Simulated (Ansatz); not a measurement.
## TaN under changes of volume

One of the cells (10.776 Å³/atom); the others are scaled copies at fixed shape and fractional positions:

```
Ta N
1.0
     2.93800    0.00000    0.00000
    -1.46900    2.54438    0.00000
     0.00000    0.00000    2.88300
Ta N
1 1
Direct
  0.00000 0.00000 0.50000
  0.66667 0.33333 0.00000
```

- Program: Ansatz 0.2.0
- Functional: LDA
- Potentials or basis: all-electron LAPW, scalar-relativistic
- Cutoff: 350 eV (chosen from the basis error)
- Basis error allowed: 0.001 eV/atom
- k mesh: 10 × 10 × 9
- Occupations: fermi-dirac, width 0.05 eV
- Spin: no spin polarisation

```tsv
volume (Å³/atom)	energy over the lowest point (meV/atom)	pressure (GPa)
10.129	9.95	11.8
10.345	0.00	3.2
10.560	1.04	-4.6
10.776	11.95	-11.5
10.991	?	?
11.207	59.34	-23.3
11.422	94.08	-28.3
```

Problem. What does the run at 10.991 Å³/atom give?

Solution. Energy over the lowest point 31.68 meV/atom; pressure -17.7 GPa.

Worked out: A Birch-Murnaghan fit of order 3 (a polynomial in V^(-2/3)) to the other rows has its minimum at 10.43 Å³/atom with B0 = V·E''(V) = 377 GPa and B' = 4.2 at fixed shape and positions, which overstates the stiffness. It gives 31.62 meV/atom at 10.991 Å³/atom, against the run's 31.68, and -dE/dV = -17.7 GPa, against -17.7.

Energies are extrapolated to zero smearing.
